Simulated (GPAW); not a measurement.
Runs of GPAW 26.7.0 on Mg. It takes space group Fm-3m (No. 225, cubic). Conventional cell: a = 4.489 Å, b = 4.489 Å, c = 4.489 Å, α = 90.00°, β = 90.00°, γ = 90.00°. Around Mg (site symmetry m-3m) lie 12 Mg at 3.17 Å. This isn't the form of Mg at room conditions, which is hcp.

```csv
task,level,potentials or basis,spin,cell,k mesh,cutoff (eV),band path,band points,spin axis theta (degrees),spin axis phi (degrees),hybrids on these orbitals,mesh quality,gap on the mesh (eV),pressure (GPa)
band structure,r2SCAN,"GPAW PAW data sets (gpaw-data 1.2.1), pw","SOC, no magnetisation",as given,10 × 10 × 10,800,"GXWKGLUWLK,UX",80,90,45,-,not flagged,-,0.4
electron localisation function,AM05,"PAW data sets generated in the run's folder for this functional, pw",off,as given,10 × 10 × 10,800,-,-,-,-,-,not flagged,none,0.1
band structure,MS2,"GPAW PAW data sets (gpaw-data 1.2.1), pw","SOC, no magnetisation",cell strained at random at fixed volume,5 × 5 × 5,800,"XGY,LGZ,NGM,RG",100,90,0,-,coarse,-,0.7
one-shot levels on a semilocal density,PBE+D3(BJ),"GPAW PAW data sets (gpaw-data 1.2.1), pw",off,as given,5 × 5 × 5,650,-,-,-,-,"["HSE06", "HSE03", "EXX"]",coarse,none,(a)
```

Alike in all rows: smearing fermi-dirac 0.05 eV.

Q: Estimate the missing entries.

A: (a) -0.9.

Caveats: some runs use coarse meshes; spin-orbit coupling was added after a scalar SCF, so levels and gaps hold it while energy, forces, pressure and moments don't (some runs); the PAW data sets were made with another functional, which shifts forces and pressure a little (some runs); the cutoff is short for stress and forces, so pressures can be off by a GPa or more (some runs); one-shot exact exchange on a metal's smeared states is rough (some runs); pairwise dispersion overbinds metals, which lowers pressure and volume (some runs).

A gap of «none» marks a metal or a gap under the smearing width.
